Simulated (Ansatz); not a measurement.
Density of states of NiSb2 (Pnnm, a = 5.150 Å, b = 6.275 Å, c = 3.831 Å, α = 90.00°, β = 90.00°, γ = 90.00°), in states per eV and primitive cell, averaged over bins of 0.5 eV. All numbers below come from DFT PBEsol, scalar-relativistic, plane waves, PAW (Ansatz 0.2.0).

Plane waves to 420 eV, a k mesh through Γ of 8×6×10 on the computed 6-atom cell and Gaussian smearing (0.10 eV); no spin polarisation.

The cell is relaxed at this level. The states (both spins) are summed by tetrahedra on a 12×9×15 mesh at the self-consistent density. Energies are bin centres; the table starts no lower than −8 eV and ends at 6 eV, or lower where the solved bands end.

It is a metal at this level.

```tsv
E − E_F (eV)	total	Sb 5p	Ni 3d	Sb 5s	Ni 4s
-7.80	0.26	0.01	0.02	0.23	0.00
-7.30	0.00	0.00	0.00	0.00	0.00
-6.80	0.00	0.00	0.00	0.00	0.00
-6.30	0.00	0.00	0.00	0.00	0.00
-5.80	1.02	0.80	0.06	0.04	0.10
-5.30	3.64	2.67	0.37	0.24	0.32
-4.80	3.65	2.45	0.70	0.29	0.17
-4.30	2.45	1.49	0.67	0.17	0.10
-3.80	3.91	2.01	1.54	0.20	0.12
-3.30	7.33	2.56	4.43	0.14	0.14
-2.80	8.36	2.54	5.32	0.21	0.15
-2.30	15.24	1.73	12.88	0.21	0.12
-1.80	8.26	2.06	5.79	0.17	0.07
-1.30	4.94	2.44	2.13	0.16	0.07
-0.80	2.81	1.85	0.69	0.11	0.04
-0.30	2.08	1.15	0.63	0.18	0.02
0.20	2.62	1.44	0.77	0.28	0.03
0.70	2.89	1.71	0.73	0.30	0.04
1.20	2.81	1.83	0.57	0.21	0.07
1.70	2.98	2.07	0.49	0.17	0.08
2.20	2.95	2.17	0.39	0.13	0.06
2.70	2.70	2.02	0.28	0.09	0.08
3.20	3.25	2.45	0.27	0.08	0.14
3.70	2.60	1.91	0.16	0.06	0.14
4.20	2.07	1.39	0.09	0.05	0.20
4.70	1.88	0.58	0.05	0.05	0.44
5.20	2.33	0.52	0.04	0.07	0.50
5.70	3.02	0.51	0.04	0.08	0.53
```

The columns after the total are the Löwdin projections on the occupied valence shells of the potentials. The rest of the total lies in shells that are empty in the free atom, which aren't projected, and between the atoms.

Spin-orbit coupling is left out, which matters for the bands of heavy elements. Spin polarisation was left out, and a magnetic state may lie lower.

A ferromagnetic start lost its moments in a first run, so spin was left out; other magnetic orders weren't tried.